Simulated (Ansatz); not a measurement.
Relaxation path: P (fcc type)

DFT, PBE, PAW with Ansatz's default frozen-core files, scalar-relativistic (Ansatz 0.2.0); a Γ-centred 17×17×17 k mesh, Fermi–Dirac smearing of 0.05 eV, no spin polarisation. The run relaxes cell and atoms at a target pressure of 0 GPa.

Command: `ansatz run input.yaml --threads 1 --pin off --max-ram 3584MiB --backend cpu --events-out ev --progress --plain --runs-dir out` It took 3.7 s on 1 thread of Intel(R) Xeon(R) 6975P-C (Granite Rapids), with other jobs on the host, peak memory 0.34 GiB.

```yaml
crystal:
  lattice:
    - [0.0, 1.9574338206, 1.9574338206]
    - [1.9574338206, 0.0, 1.9574338206]
    - [1.9574338206, 1.9574338206, 0.0]
  atoms:
    - { symbol: P, position: [0.0, 0.0, 0.0] }
kpoints:
  mp_grid: { grid: [17, 17, 17] }
scf:
  occupations: { method: fermi_dirac, width: 0.05 }
hamiltonian:
  xc: pbe
  pseudopotentials: { kind: paw }
output:
  forces: true
  stress: true
  write_density: true
  write_potential: true
  elf: true
  volumetric_format: npy
relax:
  f_tol: 0.005
  max_steps: 40
  cell: {}
```

Each step lists its free energy a cell above the last geometry, the pressure, the cell vectors (Å), and Cartesian positions (Å) with forces (eV/Å).

The first step:

```
step 1  dF = 4.43 meV  P = -2.66 GPa
  cell 0.0000 1.9574 1.9574  1.9574 0.0000 1.9574  1.9574 1.9574 0.0000
  P 0.0000 0.0000 0.0000   0.0000 0.0000 0.0000
```

Problem. Where does the relaxation end, and by which steps?

Solution. After 3 geometries, with conventional a, b, c = 3.870, 3.870, 3.870 Å, at 14.485 Å³/atom (-3.44 % against the start) in space group Fm-3m, with a shortest distance of 2.736 Å. The further steps:
```
step 2  dF = 0.32 meV  P = -0.72 GPa
  cell 0.0000 1.9408 1.9408  1.9408 0.0000 1.9408  1.9408 1.9408 0.0000
  P 0.0000 0.0000 0.0000   0.0000 0.0000 0.0000
step 3  dF = 0.00 meV  P = 0.03 GPa
  cell 0.0000 1.9348 1.9348  1.9348 0.0000 1.9348  1.9348 1.9348 0.0000
  P 0.0000 0.0000 0.0000   0.0000 0.0000 0.0000
step 4  dF = 0.07 meV  P = 0.01 GPa  (same geometry on a basis chosen anew; earlier energies don't compare to the last digit)
  cell 0.0000 1.9348 1.9348  1.9348 0.0000 1.9348  1.9348 1.9348 0.0000
  P 0.0000 0.0000 0.0000   0.0000 0.0000 0.0000
```
